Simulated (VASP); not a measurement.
# Pb (P6_3/mmc) in VASP: notebook

The runs below take Pb through single point, with PBEsol.

All numbers are computed with VASP 6.6.1; they aren't measurements. Logs are shortened: lines on timing, memory, paths and dates and some standing lists are left out, and cuts for length are marked.

## Step 1: Starting point

The structure is hexagonal, space group P6_3/mmc (No. 194). The conventional cell has a = 3.480 Å, b = 3.480 Å, c = 5.590 Å, α = 90.00°, β = 90.00°, γ = 120.00°. Around Pb (site symmetry -6m2) lie 12 Pb at 3.44 to 3.48 Å.

This isn't the form of Pb at room conditions, which is fcc.

## Step 2: Single point, PBEsol

Input file INCAR:

```
PREC = Accurate
ENCUT = 450
EDIFF = 1E-6
ISMEAR = 1
SIGMA = 0.2
LREAL = False
LASPH = True
NELM = 100
ALGO = Normal
ISIF = 2
LWAVE = False
LCHARG = False
GGA = PS
ADDGRID = False
```

Input file KPOINTS:

```
regular mesh
0
Gamma
  19 19 10
```

Input file POSCAR:

```
Pb
1.0
    3.4800000000      0.0000000000      0.0000000000
   -1.7400000000      3.0137684052      0.0000000000
    0.0000000000      0.0000000000      5.5900000000
Pb
2
Direct
    0.6666666667      0.3333333333      0.7500000000
    0.3333333333      0.6666666667      0.2500000000
```

Potentials or basis: VASP PAW PBE potentials, release 64 (Pb_d).

Command:

```console
cat potpaw_PBE.64/Pb_d/POTCAR > POTCAR
mpirun -np 1 vasp_std > vasp.out
```

OUTCAR:

```text
PREC = Accurate
   ENCUT = 450
   EDIFF = 1E-6
   ISMEAR = 1
   LREAL = False
   LASPH = True
   NELM = 100
   ISIF = 2
   GGA = PS

 Found    240 irreducible k-points:

 Following reciprocal coordinates:
            Coordinates               Weight
  0.000000  0.000000  0.000000      1.000000
  0.052632  0.000000  0.000000      6.000000
  0.105263  0.000000  0.000000      6.000000
  0.157895  0.000000  0.000000      6.000000
  0.210526 -0.000000  0.000000      6.000000
  0.263158  0.000000  0.000000      6.000000
   k-points           NKPTS =    240   k-points in BZ     NKDIM =    240   number of bands    NBANDS=     18
   number of dos      NEDOS =    301   number of ions     NIONS =      2
   total plane-waves  NPLWV =  23040
   dimension x,y,z NGX =    24 NGY =   24 NGZ =   40
   dimension x,y,z NGXF=    48 NGYF=   48 NGZF=   80
   ions per type =               2
   NGX,Y,Z   is equivalent  to a cutoff of  11.47, 11.47, 11.90 a.u.
   NGXF,Y,Z  is equivalent  to a cutoff of  22.93, 22.93, 23.79 a.u.
 SYSTEM =  unknown system
   PREC   = accura    normal or accurate (medium, high low for compatibility)
   ISTART =      0    job   : 0-new  1-cont  2-samecut
   ICHARG =      2    charge: 1-file 2-atom 10-const
   ISPIN  =      1    spin polarized calculation?
   LNONCOLLINEAR =      F non collinear calculations
   LSORBIT =      F    spin-orbit coupling
   LASPH  =      T    aspherical Exc in radial PAW
   ENCUT  =  450.0 eV  33.07 Ry    5.75 a.u.   6.02  6.02  9.67*2*pi/ulx,y,z
   NELM   =    100;   NELMIN=  2; NELMDL= -5     # of ELM steps
   EDIFF  = 0.1E-05   stopping-criterion for ELM
   LREAL  =      F    real-space projection
   EDIFFG = 0.1E-04   stopping-criterion for IOM
   NSW    =      0    number of steps for IOM
   IBRION =     -1    ionic relax: 0-MD 1-quasi-New 2-CG
   NFREE  =      0    steps in history (QN), initial steepest desc. (CG)
   ISIF   =      2    stress and relaxation
   ISYM   =      2    0-nonsym 1-usesym 2-fastsym
   POTIM  = 0.5000    time-step for ionic-motion
   TEBEG  =    0.0;   TEEND  =   0.0 temperature during run
   PSTRESS=    0.0 pullay stress
   NELECT =      28.0000    total number of electrons
   NUPDOWN=      -1.0000    fix difference up-down
   EMIN   =  10.00;   EMAX   =-10.00  energy-range for DOS
   EFERMI =   0.00;   METHOD = LEGACY
   ISMEAR =     1;   SIGMA  =   0.20  broadening in eV -4-tet -1-fermi 0-gaus
   EFERMI_NEDOS =   21; number of points for ismear=-14 and -15
   IALGO  =     38    algorithm
   IMIX   =      4    mixing-type and parameters
     AMIX     =   0.40;   BMIX     =  1.00
     AMIX_MAG =   1.60;   BMIX_MAG =  1.00
  volume/ion in A,a.u.               =      29.31       197.82
  Fermi-wavevector in a.u.,A,eV,Ry     =   1.279658  2.418203 22.279870  1.637524
  Thomas-Fermi vector in A             =   2.412131
   LORBIT       =      0    0 simple, 1 ext, 2 COOP (PROOUT), +10 PAW based schemes
   GGA     = PS    functional components
   LHFCALC =     F    Hartree Fock is set to
   AEXX    =    0.0000 exact exchange contribution
   IVDW    =     0    specifies the selected vdW correction
   LEPSILON=     F    determine dielectric tensor
   LRPA    =     F    only Hartree local field effects (RPA)
 non-spin polarized calculation
 Methfessel and Paxton  Order N= 1 SIGMA  =   0.20
  energy-cutoff  :      450.00
  volume of cell :       58.63
 maximum number of plane-waves:      1293
   NGX = 13   NGY = 13   NGZ = 19

 number of electron      28.0000001 magnetization

 Free energy of the ion-electron system (eV)
  ---------------------------------------------------
  ext. energy  EPLUGINS =         0.00000000
  ---------------------------------------------------
  free energy    TOTEN  =        -7.96338288 eV

  energy without entropy =       -7.96311870  energy(sigma->0) =       -7.96329482

 E-fermi :   7.4133     XC(G=0): -10.5060

 val. band max:        7.4130012138   @ k =   0.3158   0.1053   0.0000
 cond. band min:       7.4418357270   @ k =   0.3158   0.0526   0.2000
 fundamental gap:      0.0288345132
 Fermi energy:         7.4133363885

 k-point     1 :       0.0000    0.0000    0.0000
  band No.  band energies     occupation
      1      -9.5694      2.00000
      2      -9.5188      2.00000
      3      -9.5096      2.00000
      4      -9.5096      2.00000
      5      -9.4844      2.00000
      6      -9.4844      2.00000
      7      -9.4387      2.00000
      8      -9.4387      2.00000
      9      -9.2398      2.00000
     10      -9.2398      2.00000
     11      -4.5222      2.00000
     12      -0.5392      2.00000
     13       3.1407      2.00000
     14      13.0406      0.00000
     15      13.0406      0.00000
     16      14.9473      0.00000
     17      14.9473      0.00000
     18      15.6213      0.00000

 k-point     2 :       0.0526    0.0000    0.0000
  band No.  band energies     occupation
      1      -9.5668      2.00000
      2      -9.5273      2.00000
      3      -9.5025      2.00000
      4      -9.4984      2.00000
      5      -9.4830      2.00000
      6      -9.4776      2.00000
      7      -9.4420      2.00000
      8      -9.4416      2.00000
      9      -9.2450      2.00000
     10      -9.2387      2.00000
     11      -4.4737      2.00000
     12      -0.5036      2.00000
     13       3.1986      2.00000
     14      12.3914      0.00000
     15      12.8070      0.00000
     16      14.4864      0.00000
     17      15.0589      0.00000
     18      15.5673      0.00000

 k-point     3 :       0.1053    0.0000    0.0000
  band No.  band energies     occupation
      1      -9.5672      2.00000
      2      -9.5315      2.00000
      3      -9.4860      2.00000
      4      -9.4822      2.00000
      5      -9.4718      2.00000
      6      -9.4579      2.00000
      7      -9.4520      2.00000
      8      -9.4497      2.00000
      9      -9.2596      2.00000
     10      -9.2356      2.00000
     11      -4.3280      2.00000
     12      -0.3973      2.00000
     13       3.3710      2.00000
     14      11.0845     -0.00000
     15      12.2876      0.00000
     16      13.5837      0.00000
     17      15.1745      0.00000
     18      15.3399      0.00000

 k-point     4 :       0.1579    0.0000    0.0000
  band No.  band energies     occupation
      1      -9.5830      2.00000
      2      -9.5204      2.00000
      3      -9.4826      2.00000
      4      -9.4682      2.00000
      5      -9.4618      2.00000
      6      -9.4505      2.00000
      7      -9.4417      2.00000
      8      -9.4271      2.00000
      9      -9.2810      2.00000
     10      -9.2314      2.00000
     11      -4.0848      2.00000
     12      -0.2232      2.00000
     13       3.6541      2.00000
     14       9.6481     -0.00000
     15      11.6908      0.00000
     16      12.4937      0.00000
     17      14.7943      0.00000
     18      15.0637      0.00000

 k-point     5 :       0.2105   -0.0000    0.0000
  band No.  band energies     occupation
      1      -9.6060      2.00000
      2      -9.5120      2.00000
      3      -9.4896      2.00000
      4      -9.4761      2.00000
      5      -9.4718      2.00000
      6      -9.4111      2.00000
      7      -9.4034      2.00000
      8      -9.3882      2.00000
      9      -9.3058      2.00000
     10      -9.2269      2.00000
     11      -3.7449      2.00000
     12       0.0106      2.00000
     13       4.0415      2.00000
     14       8.2418     -0.00000
     15      11.1089     -0.00000
     16      11.2851     -0.00000
     17      13.9348      0.00000
     18      14.8076      0.00000

 k-point     6 :       0.2632    0.0000    0.0000
  band No.  band energies     occupation
      1      -9.6306      2.00000
      2      -9.5152      2.00000
      3      -9.5147      2.00000
      4      -9.4909      2.00000
      5      -9.4498      2.00000
      6      -9.3680      2.00000
      7      -9.3616      2.00000
      8      -9.3450      2.00000
      9      -9.3303      2.00000
     10      -9.2227      2.00000
     11      -3.3109      2.00000
     12       0.2845      2.00000
     13       4.5242      2.00000
     14       6.9392      2.00404
     15      10.0389     -0.00000
     16      10.5844     -0.00000
     17      12.9197      0.00000
     18      14.3450      0.00000

 [... further k-points ...]

------------------------ aborting loop because EDIFF is reached ----------------------------------------

  FORCE on cell =-STRESS in cart. coord.  units (eV):
  Direction    XX          YY          ZZ          XY          YZ          ZX
  --------------------------------------------------------------------------------------
  -------------------------------------------------------------------------------------
  Total        0.1141024      0.1141024      0.9624704     -0.0000000      0.0000000      0.0000000
  in kB        3.1182021      3.1182021     26.3025000     -0.0000000      0.0000000      0.0000000
  external PRESSURE =      10.8463014 kB  Pullay stress =       0.0000000 kB

 VOLUME and BASIS-vectors are now :
 -----------------------------------------------------------------------------
  energy-cutoff  :      450.00
  volume of cell :       58.63
      direct lattice vectors                 reciprocal lattice vectors
     3.480000000  0.000000000  0.000000000     0.287356322  0.165905250  0.000000000
    -1.740000000  3.013768405  0.000000000     0.000000000  0.331810500  0.000000000
     0.000000000  0.000000000  5.590000000     0.000000000  0.000000000  0.178890877

 POSITION                                       TOTAL-FORCE (eV/Angst)
 -----------------------------------------------------------------------------------
      1.74000      1.00459      4.19250         0.000000     -0.000000      0.000000
     -0.00000      2.00918      1.39750        -0.000000      0.000000      0.000000
 -----------------------------------------------------------------------------------
    total drift:                               -0.000000      0.000000      0.000000

  FREE ENERGIE OF THE ION-ELECTRON SYSTEM (eV)
  ---------------------------------------------------
  free  energy   TOTEN  =        -7.9633828792 eV

  energy  without entropy=       -7.9631187033  energy(sigma->0) =       -7.96329482
```

It took 36 s on 1 thread of Intel Xeon 6975P-C (Granite Rapids), shared host; peak memory 0.28 GiB.

The run converged, but some of its settings lie outside the range that counts as converged, so its numbers aren't taken as properties of the crystal.

What came out:

- Free energy: -7.9634 eV
- Pressure: 1.1 GPa
- Band gap on the k mesh: none (metal or under the smearing width)

Caveat: the PAW data sets were made with another functional, which shifts forces and pressure a little.

## Step 3: Single point, PBEsol

INCAR is that of step 2.

KPOINTS is that of step 2.

Input file POSCAR:

```
Pb
1.0
    3.4800000000      0.0000000000      0.0000000000
   -1.7400000000      3.0137684052      0.0000000000
    0.0000000000      0.0000000000      5.5900000000
Pb
2
Direct
    0.6916670000      0.3496840000      0.7502860000
    0.3559200000      0.6835750000      0.2530120000
```

Potentials or basis: VASP PAW PBE potentials, release 64 (Pb_d).

Command:

```console
cat potpaw_PBE.64/Pb_d/POTCAR > POTCAR
mpirun -np 1 vasp_std > vasp.out
```

Run time: 4.2 min. Hardware: 1 thread of Intel Xeon 6975P-C (Granite Rapids), shared host; peak memory 1.2 GiB.

These settings aren't checked as converged: the numbers below hold their error.

What came out:

```
Free energy            : -7.9631 eV
Pressure               : 1.1 GPa
Largest force          : 0.037 eV/Å
Band gap on the k mesh : none (metal or under the smearing width)
```

Caveat: the PAW data sets were made with another functional, which shifts forces and pressure a little.

## Step 4: For comparison

An earlier run on the cell as given: functional PBEsol; potentials or basis VASP PAW PBE potentials, release 64 (Pb_d); cutoff 520 eV; k mesh 9 × 9 × 5; occupations fermi-dirac, width 0.05 eV; no spin polarisation.

* Pressure: 1.0 GPa
* Band gap on the k mesh: none (metal or under the smearing width)
